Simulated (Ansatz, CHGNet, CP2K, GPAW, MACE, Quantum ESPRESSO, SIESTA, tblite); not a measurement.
# Running wurtzite SiC, size series (72 atoms) with GPAW, part 2 of 2

Aim: run wurtzite SiC, size series (72 atoms) in GPAW and see how near its forces come to a plane-wave reference, and at what cost.

Program: GPAW 26.7.0; the method stands at each step. Banners, paths, timers and routine set-up lines are dropped from the logs unmarked, and long logs keep their key lines alone; longer cuts are marked.

So far. Step 3 (PBE, LCAO sz(dzp), h 0.2 Å): Against the first run (5.6 %), the force difference from the reference is 30 %, at 0.23 times the CPU time, with 288 basis functions against 936: the smaller basis costs accuracy. Step 4 (PBE, LCAO szp(dzp), h 0.2 Å): Against the first run (5.6 %), the force difference from the reference is 8.2 %, at 0.71 times the CPU time, with 648 basis functions against 936: the smaller basis costs accuracy.

### Step 5. RPBE, LCAO dzp, h 0.2 Å

Method: Kohn-Sham DFT, RPBE, PAW, atomic orbitals (dzp).

run.py

```python
import numpy as np
from ase.io import read
from gpaw import GPAW, FermiDirac

atoms = read("structure.xyz")
atoms.calc = GPAW(
    mode="lcao",
    basis="dzp",
    h=0.2,
    xc="RPBE",
    kpts={"size": (1, 1, 1), "gamma": True},
    occupations=FermiDirac(0.05),
    maxiter=200,
    symmetry={"point_group": False},
    txt="gpaw.txt",
)
energy = atoms.get_potential_energy(force_consistent=True)
forces = atoms.get_forces()
print(f"energy {energy:.6f} eV")
print("forces (eV/A)")
for i, (a, f) in enumerate(zip(atoms, forces)):
    print(f"{i:4d} {a.symbol:2s} {f[0]:10.5f} {f[1]:10.5f} {f[2]:10.5f}")
print(f"Fermi level {atoms.calc.get_fermi_level():.4f} eV")
for k in range(len(atoms.calc.get_ibz_k_points())):
    for s in range(atoms.calc.get_number_of_spins()):
        e = atoms.calc.get_eigenvalues(kpt=k, spin=s)
        n = np.searchsorted(e, atoms.calc.get_fermi_level())
        print(f"k {k} spin {s} levels about the Fermi level:", np.round(e[max(n - 6, 0):n], 4).tolist(), "|", np.round(e[n:n + 6], 4).tolist())
```

structure.xyz

```xyz
72
Lattice="9.22800 0.00000 0.00000 -4.61400 7.99168 0.00000 0.00000 0.00000 10.09600" Properties=species:S:1:pos:R:3 pbc="T T T"
[... 72 atom lines left out: the same atoms as in the first run ...]
```

Run with:

```
$ OMP_NUM_THREADS=1 python run.py > output.txt
```

Log:

```text
energy -482.390479 eV
forces (eV/A)
   0 Si   -0.67792   -2.12555   -0.40793
   1 C     0.85939    0.35230    0.59856
   2 Si   -0.36658    0.66531    0.39392
   3 C    -0.15634   -0.33407   -0.08065
   4 Si    1.01368    0.53009   -0.49966
   5 C     0.88356    0.35561    0.59818
   6 Si   -0.01245   -1.19578   -0.89298
   7 C    -0.29810   -0.02222    0.91488
   8 Si    0.38610    1.39672    0.58166
   9 C     0.54208   -1.38064   -0.66262
  10 Si   -1.85970    0.27469   -0.18735
  11 C     1.14185   -1.42254    0.25699
[...]
67 C    -1.16196   -1.18744   -0.90444
  68 Si    0.45597    1.79609   -0.80636
  69 C    -1.51398   -1.13969    0.69025
  70 Si   -0.22783   -0.24614    0.13624
  71 C     0.19686    1.13127   -1.70987
Fermi level 9.8104 eV
k 0 spin 0 levels about the Fermi level: [8.0112, 8.0172, 8.1195, 8.5613, 8.7128, 8.7776] | [10.8568, 10.8796, 11.927, 11.9416, 11.9781, 11.993]
```

gpaw.txt:

```text
Input parameters:
  mode=LCAO(),
  basis={'default': 'dzp'},
  h=0.2,
  kpts=MonkhorstPack(size=(1, 1, 1), gamma=True),
  maxiter=200,
  occupations=Occupations(name='fermi-dirac', width=0.05, fixmagmom=False),
  symmetry=Symmetry(point_group=False),
  xc=XC(name='RPBE')
[... lines left out ...]
  Fermi-Dirac:
[... lines left out ...]
convergence criteria:
- Maximum [total energy] change in last 3 cyles: 0.0005 eV / valence electron
[... lines left out ...]
Converged in 10 steps
[... lines left out ...]
  Free energy:    -482.390479
[... lines left out ...]
Fermi level: 9.810
[... lines left out ...]
|          0 |        -7.101 |     2.000 |
|        ... |               |           |
|        136 |         7.849 |     2.000 |
|        137 |         7.912 |     2.000 |
[...]
|        151 |        12.042 |     0.000 |
|        ... |               |           |
|        176 |        14.646 |     0.000 |
Gap: 2.079 eV
Transition (v -> c):
  (s=0, k=0, n=143, [0.00, 0.00, 0.00]) -> (s=0, k=0, n=144, [0.00, 0.00, 0.00])
No difference between direct/indirect transitions
Force computation time: 33.987  # s
timing:  # [seconds]
  Total:  188.497  # ━━━━━━━━━━━━━━━━━━━━━━━━━━━━━━━━━━━━━━━━━━━━━━━━━━━━━━━━
  Init:     8.373  # ━━╸
  SCF:    146.108  # ━━━━━━━━━━━━━━━━━━━━━━━━━━━━━━━━━━━━━━━━━━━╸
  Forces:  33.987  # ━━━━━━━━━━
```

Run time: 3.2 min. Hardware: 1 thread of Arm Neoverse V1, shared host; peak memory 0.94 GiB.

Compared with the plane-wave run:

```
r.m.s. force component                           : 1.037 eV/Å
r.m.s. difference of force components            : 67.48 meV/Å
longest difference of force vectors              : 265.8 meV/Å
force difference over r.m.s. force               : 6.889 %
slope of forces against the reference's          : 1.058
correlation of force components                  : 0.9994
gap (highest filled to lowest empty level) : 2.079 eV
gap difference                                   : 0.0812 eV
```

Against the first run (5.6 %), the force difference from the reference is 6.9 %, at 1.0 times the CPU time; the model has changed, so this is no error of the program alone.

### Step 6. Side by side

Differences are against the plane-wave reference, forces as r.m.s. over components; share is that over the reference's r.m.s. force, slope the least-squares factor from reference forces to these. Total energies of different programs have different zeros and aren't compared.

```
                                      run  Δ force, r.m.s. (meV/Å)  share (%)  slope  Δ gap (eV)  cores  CPU time  memory (GiB)
                                reference                        -          -      -           -      4      22 s          0.89
              GPAW PBE, LCAO dzp, h 0.2 Å                     55.2       5.64  1.048      0.0451      1     3 min          0.94
 GPAW PBE, LCAO sz(dzp), h 0.2 Å (coarse)                      290       29.6  1.238        2.28      1      43 s           0.7
GPAW PBE, LCAO szp(dzp), h 0.2 Å (coarse)                     80.7       8.24  1.072       0.508      1   2.2 min           0.9
             GPAW RPBE, LCAO dzp, h 0.2 Å                     67.5       6.89  1.058      0.0812      1   3.2 min          0.94
```

Rows marked coarse were listed beforehand as settings not expected to be converged; some can still land near the reference.

CPU time is summed over cores on a shared host, where runs went side by side, so it is rough. Symmetry, cutoffs, thresholds, outputs and thread counts weren't matched or tuned between programs; memory under MPI is the largest rank's times the ranks.

A second geometry, displaced anew (every atom was moved at random, 0.08 Å r.m.s. a Cartesian component), gives an energy difference that all programs can be tested on. The reference puts it at 165.8 meV/atom.

```
                             run  energy less the first geometry's (meV/atom)  error (meV/atom)  force share at the second geometry (%)
     GPAW PBE, LCAO dzp, h 0.2 Å                                        174.3              8.50                                    5.70
 GPAW PBE, LCAO sz(dzp), h 0.2 Å                                        212.2              46.4                                    29.7
GPAW PBE, LCAO szp(dzp), h 0.2 Å                                        178.0              12.1                                    8.33
    GPAW RPBE, LCAO dzp, h 0.2 Å                                        176.3              10.4                                    7.04
```

### Step 7. Summary of results

```json
{
 "nearest in forces": "GPAW PBE, LCAO dzp, h 0.2 Å, 5.6 %",
 "its CPU time": "3 min"
}
```

The PBE run in local orbitals, coarse settings apart, differs by 5.6 % (GPAW PBE, LCAO dzp, h 0.2 Å); basis, grid and potentials can all enter. Rows with another functional or a dispersion term differ by 6.9 % (GPAW RPBE, LCAO dzp, h 0.2 Å), which mixes the change of model with differences of basis and potentials. Runs with settings chosen to be coarse differ by 8.2 % (GPAW PBE, LCAO szp(dzp), h 0.2 Å) to 30 % (GPAW PBE, LCAO sz(dzp), h 0.2 Å), their programs' other errors included. None of the electronic-structure runs in the table takes under half the reference's CPU time of 22 s; they take 1.9 to 8.6 times as much. GPAW PBE, LCAO sz(dzp), h 0.2 Å stiffens the forces by a factor of 1.24 while following their directions (correlation 0.990); the slopes of the 4 GPAW runs lie between 1.05 and 1.24. At the same functional, gaps differ from the reference's 2.00 eV by between +0.05 and +2.28 eV. A likely cause of the wide gaps: compact atomic orbitals describe empty levels worse than filled ones. These are spacings on the run's k-points, which needn't hold the band edges. The energy difference between the two geometries, 166 meV/atom in the reference, is met best by GPAW PBE, LCAO dzp, h 0.2 Å (+8.5) and worst by GPAW PBE, LCAO sz(dzp), h 0.2 Å (coarse) (+46.4). The reference's pressure of 5.1 GPa belongs to a cell and atoms that aren't relaxed at this level. The electronic-structure runs sample only Γ, in a cell whose shortest periodic width is 8 Å.

[Also dropped from logs without a mark: logging warnings of Python, and SIESTA's first energy breakdown and zero terms.]

[Logs are printed without paths, hosts, clocks, repeated set-up lines and the standing remarks that a program may print on its own settings, such as how far it seeks lower states.]

[Hosts, paths, dates, database ids (printed as entryN), source tags and the programs' standing remarks are cut or masked in the printed files.]
